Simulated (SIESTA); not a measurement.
The system is MnS.

```xyz
2
Lattice="0.0000 2.6045 2.6045 2.6045 0.0000 2.6045 2.6045 2.6045 0.0000" Properties=species:S:1:pos:R:3 pbc="T T T"
Mn    0.0000    0.0000    0.0000
S     2.6045    2.6045    2.6045
```

Base run:

| Property | Result |
| --- | --- |
| Program | SIESTA 5.4.2 |
| Functional | RPBE |
| Potentials or basis | PseudoDojo 0.4 standard (PBE files) |
| Basis | DZP (energy shift 0.002 Ry) |
| Grid cutoff | 800 Ry |
| Energy shift | 0.002 Ry |
| k mesh | 9 × 9 × 9 |
| Occupations | fermi-dirac, width 0.05 eV |
| Spin | collinear spin, ferromagnetic start |
| Starting moments | [4.0, 0.0] μB |

Its results: band gap on the k mesh none (metal or under the smearing width); pressure 1.8 GPa; net moment 4.82 μB per cell; site moments Mn +4.70; S +0.12 μB.

Task: The run is repeated on the same cell with these changes: functional from RPBE to LDA; potentials or basis from PseudoDojo 0.4 standard (PBE files) to PseudoDojo 0.4 standard (LDA files). What comes out?

Result: Band gap on the k mesh none (metal or under the smearing width); pressure -10.5 GPa; net moment 4.62 μB per cell; site moments Mn +4.48; S +0.13 μB.

Caveats: semicore shells carry a single zeta, which can move pressures by several GPa and volumes by a few percent; the basis of atomic orbitals isn't converged, which shifts pressures, moduli and gaps; a cell with one magnetic atom can't hold antiferromagnetic order, which such compounds often take; semilocal functionals often make such compounds metallic where correlation or magnetic order opens a gap, which also shifts bond lengths; the potentials were made for another functional, which shifts forces and pressure (some runs).

Not every run made on this cell is shown here.
